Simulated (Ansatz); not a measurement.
A run of Ansatz 0.2.0 is set up as follows.

Contents of input.yaml:

```yaml
crystal:
  lattice: { a: 3.76505048, b: 3.76505048, c: 3.76505048, alpha: 90.0, beta: 90.0, gamma: 90.0 }
  space_group: 229
  reduce_to_primitive: true
  atoms:
    - { symbol: In, wyckoff: "2a", position: [0.0, 0.0, 0.0] }
hamiltonian:
  xc: pbe
  pseudopotentials: { kind: paw_fr }
  dispersion: d4
magnetization:
  noncollinear: true
  spin_orbit: true
kpoints:
  mp_grid: { grid: [10, 10, 10] }
scf:
  occupations: { method: fermi_dirac, width: 0.01 }
  n_extra_bands: 6
output:
  forces: true
  stress: true
  eigenvalues: true
  dos: { projected: false, de: 0.05, nscf_kmesh: { grid: [15, 15, 15] } }
```

Potentials or basis: Ansatz PAW.

Launch:

```console
$ ansatz run input.yaml --threads 1 --pin off --max-ram 2560MiB --backend cpu --events-out ev --progress --plain --runs-dir out
```

Task: What does it give for the density of states at the Fermi level?

Result: 0.51 states/eV per cell.

Task: What does it give for the pressure?

Result: -0.5 GPa.

Task: Predict the band gap on the k mesh.

Result: None (metal or under the smearing width).

States per cell in windows of 1 eV (zero at the Fermi level; states under -8 eV left out):
| from (eV) | total |
| --- | --- |
| -8.0 | 0.22 |
| -7.0 | 0.27 |
| -6.0 | 0.32 |
| -5.0 | 0.40 |
| -4.0 | 0.40 |
| -3.0 | 0.30 |
| -2.0 | 0.45 |
| -1.0 | 0.47 |
| 0.0 | 0.50 |
| 1.0 | 0.57 |
| 2.0 | 0.55 |
| 3.0 | 0.56 |
| 4.0 | 0.58 |
| 5.0 | 0.62 |
| 6.0 | 0.76 |
| 7.0 | 0.68 |

Caveat: pairwise dispersion overbinds metals, which lowers pressure and volume.
